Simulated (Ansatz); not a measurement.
# Te2Mo in Ansatz: notebook

The runs below take Te2Mo through single point, with PBE+U.

Everything below comes from runs of Ansatz 0.2.0. Logs are shortened: lines on timing, memory, paths and dates and some standing lists are left out, and cuts for length are marked.

## 1. The slab as given

The cell holds a slab with vacuum, 6 atoms: a = 6.362 Å, b = 3.480 Å, c = 36.176 Å, α = 90.00°, β = 90.14°, γ = 90.00°.

## 2. Single point, PBE+U

File input.yaml:

```yaml
crystal:
  lattice:
    - [6.3616090156, 0.0, 0.0]
    - [0.0, 3.48040306, 0.0]
    - [-0.0857412231, 0.0, 36.1758904685]
  atoms:
    - { symbol: Te, position: [0.4292511, 0.75, 0.54070358] }
    - { symbol: Te, position: [0.5707489, 0.25, 0.45929642] }
    - { symbol: Te, position: [0.92084787, 0.25, 0.55652732] }
    - { symbol: Te, position: [0.07915213, 0.75, 0.44347268] }
    - { symbol: Mo, position: [0.18134756, 0.25, 0.49746537] }
    - { symbol: Mo, position: [0.81865244, 0.75, 0.50253463] }
hamiltonian:
  xc: pbe
  pseudopotentials: { kind: paw }
  hubbard: { sites: [{ species: Mo, l: d, u_eff: 4.0 }] }
kpoints:
  mp_grid: { grid: [3, 6, 1] }
scf:
  occupations: { method: fermi_dirac, width: 0.05 }
output:
  forces: true
  stress: true
  eigenvalues: true
  write_density: true
  write_potential: true
  elf: true
  volumetric_format: npy
```

Potentials or basis: Ansatz PAW.

Started as:

```bash
> ansatz run input.yaml --threads 2 --pin off --max-ram 5632MiB --backend cpu --events-out ev --progress --plain --runs-dir out
```

Log:

```text
Warning: RAYON_NUM_THREADS=2 ignored (pool sized by the plan → 2); use --threads N
Te: projections on atomic orbitals take those of the free atom [Kr] 4d10 5s2 5p4, of charge +0.00 (hamiltonian.pseudopotentials.projection_atoms); the dataset's partial waves leave at most 7.8e-6 of an orbital's norm unspanned inside its sphere
Mo: projections on atomic orbitals take those of the free atom [Ar 3d10] 4s2 4p6 4d5 5s1, of charge +0.00 (hamiltonian.pseudopotentials.projection_atoms); the dataset's partial waves leave at most 6.0e-6 of an orbital's norm unspanned inside its sphere
Engine: ansatz 0.2.0, x86_64-unknown-linux-gnu
Pseudopotentials: kind: paw
Pseudopotential: Te, paw, valence charge 16, recommended cutoff 420 eV (normal), Te.paw.azcp
Pseudopotential: Mo, paw, valence charge 14, recommended cutoff 420 eV (normal), Mo.paw.azcp
Functional definition: PBE
  parameter kappa = 0.804
  parameter beta = 0.06672455060314922
  exchange = pbe_x(kappa = kappa, mu = beta*pi^2/3)
  correlation = pbe_c(beta = beta)
Crystal: 6 atoms, lattice volume = 800.969 Å³
Basis set: ecut = 420 eV, 15635 PW (Γ), exchange–correlation on 90×48×486 points (8 copies of the dense FFT grid, shifted against one another)
Bands: 56, of which v1, the nominal top of the filled ones, is band 46 counted from 1 (45 counted from 0)
Symmetry: 4 space group operations
Space group: P21/m (ITA 11), of the structure as read, at distance tolerance 9.3e-5 Å
k-points: 8 of 18
Non-local potential: Te, projectors of the file, l = 0: 2, l = 1: 2, l = 2: 2, l = 3: 2
Non-local potential: Mo, projectors of the file, l = 0: 3, l = 1: 2, l = 2: 2, l = 3: 1
PAW form: soft (Blöchl's): semilocal exchange-correlation on the pseudo side does not see the compensation charge
PAW one-centre angular grid: Te, 590 points (default); XC on 64 Gauss nodes
PAW one-centre angular grid: Mo, 590 points (default); XC on 64 Gauss nodes
Initial density: superposition of atomic densities (neutral atoms: chi_scale 0, normalization atom)
Initial wavefunctions: pseudopotential atomic-orbital guess
Functional: x = pbe(κ = 0.804, μ = 0.2195149727645171), c = pbe(β = 0.06672455060314922)
SCF iter   1: F=—  HF=-37824.717607 eV  |F-HF|=—  |Δ(HF+E_count)|=         —  Δρ=2.17e-2  dr2=4.66e0  ethr=3.10e-3  ⟨swp⟩=12.6  Hψ=2110  notcnv=0  defer=2
preconditioner: auto → LDOS  [insulator: Δε(μ)=0.326 eV  Ē_g=7.526 eV  σ=0.050 eV  W_gap=0.61  n_scr=72 (ndim 8)  ℏωp=7.9 eV  f_vac=0.778  D(μ)=1.46/eV (n_scr^D=6)  ε∞_Penn≈2.1  β→1.0]
SCF iter   2: F=—  HF=-37824.336617 eV  |F-HF|=—  |Δ(HF+E_count)|=   3.81e-1  Δρ=1.62e-2  dr2=3.80e0  ethr=3.10e-3  ⟨swp⟩=3.1  Hψ=1013  notcnv=0  defer=17
SCF iter   3: F=—  HF=-37823.880457 eV  |F-HF|=—  |Δ(HF+E_count)|=   4.56e-1  Δρ=5.95e-3  dr2=7.49e-1  ethr=3.10e-3  ⟨swp⟩=3.0  Hψ=753  notcnv=0  defer=17
SCF iter   4: F=—  HF=-37823.833298 eV  |F-HF|=—  |Δ(HF+E_count)|=   4.72e-2  Δρ=2.00e-3  dr2=3.68e-2  ethr=8.15e-4  ⟨swp⟩=3.0  Hψ=661  notcnv=0  defer=16
SCF iter   5: F=—  HF=-37823.833481 eV  |F-HF|=—  |Δ(HF+E_count)|=   1.83e-4  Δρ=9.03e-4  dr2=7.37e-3  ethr=4.00e-5  ⟨swp⟩=2.4  Hψ=878  notcnv=0  defer=16
SCF iter   6: F=—  HF=-37823.834933 eV  |F-HF|=—  |Δ(HF+E_count)|=   1.45e-3  Δρ=3.62e-4  dr2=1.11e-3  ethr=8.01e-6  ⟨swp⟩=2.9  Hψ=821  notcnv=0  defer=16
SCF iter   7: F=—  HF=-37823.835362 eV  |F-HF|=—  |Δ(HF+E_count)|=   4.29e-4  Δρ=1.09e-4  dr2=6.93e-5  ethr=1.21e-6  ⟨swp⟩=2.8  Hψ=812  notcnv=0  defer=16
SCF iter   8: F=—  HF=-37823.835597 eV  |F-HF|=—  |Δ(HF+E_count)|=   2.36e-4  Δρ=5.79e-5  dr2=3.22e-5  ethr=7.53e-8  ⟨swp⟩=2.1  Hψ=800  notcnv=0  defer=16
SCF iter   9: F=—  HF=-37823.835604 eV  |F-HF|=—  |Δ(HF+E_count)|=   6.77e-6  Δρ=1.78e-5  dr2=2.60e-6  ethr=3.51e-8  ⟨swp⟩=2.0  Hψ=785  notcnv=0  defer=16
SCF iter  10: F=—  HF=-37823.835606 eV  |F-HF|=—  |Δ(HF+E_count)|=   2.10e-6  Δρ=7.84e-6  dr2=3.90e-7  ethr=2.83e-9  ⟨swp⟩=2.8  Hψ=797  notcnv=0  defer=16
SCF iter  11: F=-37823.835607 eV  HF=-37823.835607 eV  |F-HF|=2.71e-7  |Δ(HF+E_count)|=   5.17e-7  Δρ=2.93e-6  dr2=7.75e-8  ethr=1.09e-10  ⟨swp⟩=23.2  Hψ=3817  notcnv=0
SCF 1 converged in 11 iterations: F = -37823.835607 eV  dr2 = 7.75e-8
WARN: The input density's exchange-correlation potential varies sharply where the density is thin. Do not read a vacuum level from v_tot or v_xc, or from such a field of the output density. On a cell that repeats whose density bears no net charge and no dipole along the vacuum's axis use v_es (v_loc + v_h of the components); under efield.dipole_correction with no amplitude use v_es + v_field, which holds any external_charges[].barrier, or the levels of the report's work_function block, which leave it out; under a non-zero efield.amplitude the vacuum is tilted and has no level; on a cell that repeats and bears such a dipole with no correction it is tilted too, and efield.dipole_correction with no amplitude gives each side of its ramp a level where efield: is served; in a cell that repeats whose density bears a net charge (total_charge, or a fill off its count) it is curved and has none; of a slab under crystal.periodic whose density bears no net charge use v_es, which has a level on each side, short of where the two are joined; of another it falls or rises all the way out and has none; of a slab beside external_charges read slab_vacuum_level instead, which it has where they leave it neutral. The grid or the basis barely resolves most such structure, and the values can differ between equally converged runs; as a rule a tighter scf.convergence.dr2_threshold does not remove it. Where the density itself ripples (under the LDA too) a higher basis.ecutwfc lessens it. The files hold the spikes' plane waves up to the density's cutoff. Files: v_tot and the like, and their columns of v_z.tsv (output.write_potential); v_xc and the like, and their columns of v_comp_z.tsv (output.write_potential_components); where files of the output density stand in their place, no point of their own thin density is over the threshold below, and this is of outcome.potential() and, of a run that writes arrays (npy), the arrays of these names. Measured: with its Gaussian average of σ = 0.25 Å subtracted twice, the exchange-correlation potential is over 0.1 eV at 1056 of the grid points where the equally averaged density (valence and model cores) is under 1e-3 e/Å³, and 0.154 eV at the most among them, at an averaged density of 9.8e-9 e/Å³. See output.write_potential in the manual, Limitations
SCF converged after 11 iterations
Free energy (F): -37823.835607 eV
Harris-Foulkes:  -37823.835607 eV  (|F-HF|=2.71e-7)
Internal energy: -37823.825050 eV  (E = F + TS)
E sigma→0 (E₀):  -37823.830329 eV
Entropy (-TS):   -0.010557 eV (-1.759 meV/atom)
Fermi energy:    -1.315717 eV
--- Per-component energies (eV) ---
  E_band       = -2426.439822
  E_kinetic    = 1606.579690
  E_local      = -157189.932802  (includes V_loc(G=0)·N_el)
  E_nonlocal   = -953.164863
  E_hartree    = 78399.090243
  E_xc         = -864.314859
  E_vxc        = -874.824406  (∫ρ·V_xc dr)
  E_hubbard    = 9.327265  (on-site DFT+U / exact-exchange correction)
  E_vhub       = -3.067528  (the Hubbard potential's part of the band-sum identity)
  E_paw        = -25053.743710  (= ΣΔE_a)
  E_vpaw       = -1810.232328  (= ΣTr[D̂ρ^β])
  E_aug_tail   = -0.000655  (compensation charges beyond the density's cutoff)
  E_ewald      = 66222.334639
  E_smearing   = -0.010557  (= −TS)
  E_closure    = -0.000000  (closes the sum)
  Σ components = -37823.835607   (vs F -37823.835607, Δ=0.00e0)
--- Forces (eV/Å), atoms counted from 1 ---
  atom   1  Te    -0.00721667     0.00000000     0.12031254
  atom   2  Te     0.00721667     0.00000000    -0.12031254
  atom   3  Te     0.02698393     0.00000000     0.10886368
  atom   4  Te    -0.02698393     0.00000000    -0.10886368
  atom   5  Mo    -0.09033529     0.00000000     0.18872082
  atom   6  Mo     0.09033529     0.00000000    -0.18872082
  max |Σ_I F_I| component: 1.39e-17 eV/Å
--- Stress (GPa, compression-positive) ---
        0.118955       0.000000       0.021160
        0.000000       0.215495       0.000000
        0.021159       0.000000       0.153036
  P = ⅓ Tr σ = 0.1625 GPa (1.625 kbar)
--- Band table (eV; the first three rows and the last of 8) ---
  k-point 0: bands = ["-62.2538", "-62.1950", "-38.3744", "-38.3693", "-38.3554", "-38.3544", "-38.3166", "-38.3098", "-38.2858", "-38.2730", "-38.2618", "-38.2592", "-38.0452", "-38.0427", "-38.0323", "-38.0299", "-37.9736", "-37.9627", "-37.9278", "-37.9199", "-37.9096", "-37.9051", "-36.5411", "-36.4591", "-36.3948", "-36.3013", "-36.1428", "-36.0329", "-14.1410", "-13.2303", "-12.4037", "-12.1247", "-6.8952", "-6.3624", "-5.9560", "-5.1194", "-4.0338", "-4.0325", "-3.9129", "-3.0906", "-2.7913", "-2.5556", "-2.5162", "-2.2569", "-1.8521", "-1.2616", "-0.7422", "-0.4418", "0.1988", "0.7907", "0.8572", "1.9605", "2.0148", "2.0177", "2.5104", "2.8173"]
  k-point 1: bands = ["-62.2489", "-62.1984", "-38.3691", "-38.3636", "-38.3566", "-38.3566", "-38.3188", "-38.3126", "-38.2847", "-38.2736", "-38.2618", "-38.2594", "-38.0398", "-38.0378", "-38.0345", "-38.0322", "-37.9747", "-37.9654", "-37.9276", "-37.9204", "-37.9087", "-37.9046", "-36.5381", "-36.4916", "-36.3796", "-36.3231", "-36.1331", "-36.0360", "-13.8381", "-13.0440", "-12.2695", "-11.9381", "-6.6181", "-6.0990", "-5.8504", "-5.0555", "-4.4834", "-4.3300", "-3.8992", "-3.8381", "-3.0403", "-2.9758", "-2.7253", "-2.4206", "-1.9907", "-1.7139", "-1.2899", "0.0767", "0.2124", "0.4784", "0.6265", "0.6972", "1.4341", "2.0408", "2.9133", "3.1898"]
  k-point 2: bands = ["-62.2357", "-62.2072", "-38.3639", "-38.3614", "-38.3533", "-38.3523", "-38.3229", "-38.3186", "-38.2822", "-38.2758", "-38.2615", "-38.2600", "-38.0399", "-38.0381", "-38.0279", "-38.0269", "-37.9763", "-37.9712", "-37.9267", "-37.9221", "-37.9064", "-37.9040", "-36.5500", "-36.5467", "-36.3546", "-36.3451", "-36.1114", "-36.0528", "-13.0224", "-12.5760", "-12.0009", "-11.6165", "-6.2053", "-6.1689", "-5.8119", "-5.1676", "-5.0244", "-4.6304", "-4.5382", "-4.4427", "-4.0186", "-3.5870", "-3.1380", "-3.1191", "-2.7570", "-1.9308", "-0.5167", "-0.2647", "0.0994", "0.3408", "0.7268", "0.8346", "1.8436", "1.9516", "3.7060", "3.7797"]
  k-point 7: bands = ["-62.2203", "-62.2203", "-38.3643", "-38.3643", "-38.3474", "-38.3474", "-38.3234", "-38.3234", "-38.2790", "-38.2790", "-38.2607", "-38.2607", "-38.0410", "-38.0410", "-38.0223", "-38.0223", "-37.9756", "-37.9756", "-37.9239", "-37.9239", "-37.9044", "-37.9044", "-36.5755", "-36.5755", "-36.3404", "-36.3404", "-36.0795", "-36.0795", "-12.2594", "-12.2594", "-11.7722", "-11.7722", "-6.9752", "-6.9752", "-5.9871", "-5.9871", "-4.7589", "-4.7589", "-4.1387", "-4.1387", "-3.6155", "-3.6155", "-3.2524", "-3.2524", "-2.4191", "-2.4191", "0.0087", "0.0087", "0.3589", "0.3589", "0.9025", "0.9025", "2.0937", "2.0937", "3.4912", "3.4912"]
Occupation matrices written to <dir>
```

Run time: 11 s. Hardware: 2 threads of Intel Xeon 6975P-C (Granite Rapids), shared host; peak memory 1.3 GiB.

What came out:

```yaml
Free_energy: -37823.8356 eV
Largest_force: 0.209 eV/Å
Band_gap_on_the_k_mesh: none (metal or under the smearing width)
```

Forces on the atoms (eV/Å):
```
Te  -0.007  0.000  0.120
Te   0.007  0.000 -0.120
Te   0.027  0.000  0.109
Te  -0.027  0.000 -0.109
Mo  -0.090  0.000  0.189
Mo   0.090  0.000 -0.189
```

Eigenvalues of the final occupation matrices:
```
  site  spin  trace               eigenvalues
site 1     1   2.72  0.36 0.48 0.53 0.66 0.69
site 2     1   2.72  0.36 0.48 0.53 0.66 0.69
```

Caveat: U without spin polarisation on a metal has little footing; the U is typed as a test and isn't derived for this compound.

[end of part 1 of 3]
